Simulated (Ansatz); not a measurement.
## BN: what symmetry allows forces and stress to be

```
CELL_PARAMETERS angstrom
0.04332 3.39479 2.13473
1.27918 0.00000 2.15976
1.23586 3.39479 0.02503
ATOMIC_POSITIONS crystal
B 0.97658 0.99906 0.02342
N 0.69012 0.66764 0.30988
```

Computed with DFT PBE, scalar-relativistic, plane waves, PAW (Ansatz).

Settings: cutoff 420 eV, Γ-centred mesh 12×12×12 on the computed 2-atom cell, Gaussian smearing of 0.02 eV; no spin polarisation.

This distorted cell has space group Cm, with 2 operations.

Problem. Without a calculation: in which directions can each atom feel a force?

Solution. A force must be left unchanged by every operation that keeps its atom in place, so it lies in the space that those operations leave fixed. Atoms that the group maps onto each other feel forces of one size.
| atom | site symmetry | operations at the site | equivalent to atom | allowed force (Cartesian) |
| --- | --- | --- | --- | --- |
| B1 | m | 2 | 1 | in the plane normal to (0.00, 1.00, 0.00) |
| N2 | m | 2 | 2 | in the plane normal to (0.00, 1.00, 0.00) |

That leaves 4 independent force components of 6, tied by 2 conditions that the forces sum to zero, so 2 remain. A relaxation in this cell that keeps the symmetry moves the atoms in these directions alone.

Problem. And the stress tensor?

Solution. It must be invariant under the point group, which leaves 4 independent components: yz, xy vanish.

Problem. Do the computed values obey this?

Solution. Yes. Forces (eV/Å):
```
B1  -1.309  0.000  5.587
N2   1.309  0.000 -5.587
```

Stress (GPa, compression positive, xx yy zz yz xz xy): 8.74 2.58 45.63 0.00 -6.96 0.00. The program imposes the same operations on density, forces and stress, so this confirms the analysis and is no independent test of the calculation.

The cell holds layers, and where no dispersion correction was added their binding is poorly described.

This form isn't the usual stable structure of the compound.